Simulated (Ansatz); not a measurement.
# MoS2: single point with PBEsol

MoS2:

```
CELL_PARAMETERS angstrom
3.16900 0.00000 0.00000
-1.58450 2.74443 0.00000
0.00000 0.00000 12.32400
ATOMIC_POSITIONS crystal
Mo 0.66667 0.33333 0.75000
Mo 0.33333 0.66667 0.25000
S 0.66667 0.33333 0.37700
S 0.33333 0.66667 0.87700
S 0.66667 0.33333 0.12300
S 0.33333 0.66667 0.62300
```

- Program: Ansatz 0.2.0
- Task: single point
- Functional: PBEsol
- Potentials or basis: Ansatz PAW
- Cutoff: 420 eV (not typed: the program's choice for these potentials)
- k mesh: 10 × 10 × 3
- Occupations: fermi-dirac, width 0.05 eV
- Spin: no spin polarisation

```yaml
Pressure: -3.0 GPa
Largest_force: 0.313 eV/Å
Band_gap_on_the_k_mesh: 0.88 eV, indirect (least direct gap 1.87 eV)
```

Forces in eV/Å, atoms in the order of the input:
```
Mo   0.000  0.000  0.000
Mo   0.000  0.000  0.000
S    0.000  0.000 -0.313
S    0.000  0.000 -0.313
S    0.000  0.000  0.313
S    0.000  0.000  0.313
```

Stress tensor (GPa, compression positive):
```
-3.27  0.00  0.00
 0.00 -3.27  0.00
 0.00  0.00 -2.36
```

Levels at points of the mesh, in eV from the valence-band top:
```
            k point  band 23  band 24  band 25  band 26  band 27  band 28  band 29  band 30
 (0.00, 0.00, 0.00)    -2.14    -1.19    -1.17     0.00     2.09     2.09     2.12     2.12
(0.00, -0.50, 0.00)    -1.73    -1.52    -1.43    -1.30     1.59     1.64     1.98     2.25
```

Run time: 3.1 s on 2 threads of Arm Neoverse V1, on a shared host, peak memory 0.4 GiB.

The gap isn't set beside the measured one, since this odd mesh misses points on the zone boundary.

Caveat: odd divisions of the mesh miss points on the zone boundary, where band edges often lie, so the gap on the mesh can be too wide; this functional lacks dispersion, which binds the layers, so the pressure and a relaxed spacing across them are unreliable; the PAW data sets come from PBE, with cores solved anew for the run's functional, which leaves a small shift of forces and pressure.
